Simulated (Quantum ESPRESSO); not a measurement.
Be2C under changes of volume

One of the cells (6.765 Å³/atom); the others are scaled copies at fixed shape and fractional positions:

```
C Be
1.0
     0.00000    2.16500    2.16500
     2.16500    0.00000    2.16500
     2.16500    2.16500    0.00000
C Be
1 2
Direct
  0.00000 0.00000 0.00000
  0.75000 0.75000 0.75000
  0.25000 0.25000 0.25000
```

- Program: Quantum ESPRESSO 7.5
- Functional: LDA
- Potentials or basis: GBRV 1.5 LDA
- Cutoff: 612 eV
- Density cutoff: 4898 eV
- k mesh: 11 × 11 × 11
- Occupations: fermi-dirac, width 0.05 eV
- Spin: no spin polarisation

```tsv
volume (Å³/atom)	energy over the lowest point (meV/atom)	pressure (GPa)	gap on the mesh (eV)
6.359	?	?	?
6.495	0.00	-0.4	1.30
6.630	1.96	-4.6	1.29
6.765	7.37	-8.5	1.28
6.901	15.92	-12.1	1.27
7.036	27.35	-15.3	1.25
7.171	41.42	-18.3	1.24
```

Problem. What does the run at 6.359 Å³/atom give?

Solution. Energy over the lowest point 1.85 meV/atom; pressure 4.3 GPa; gap on the mesh 1.31 eV.

Worked out: A Birch-Murnaghan fit of order 3 (a polynomial in V^(-2/3)) to the other rows has its minimum at 6.49 Å³/atom, just outside them, with B0 = V·E''(V) = 211 GPa and B' = 2.9. It gives 1.74 meV/atom at 6.359 Å³/atom, against the run's 1.85, and -dE/dV = 4.4 GPa, against 4.3. A straight line through the other rows of the gap, of slope -0.619 eV per unit of ln V, extrapolates to 1.32 eV, against the run's 1.31.

Energies are extrapolated to zero smearing.

Caveats: an odd mesh through Γ misses points on the zone boundary, where band edges often lie.
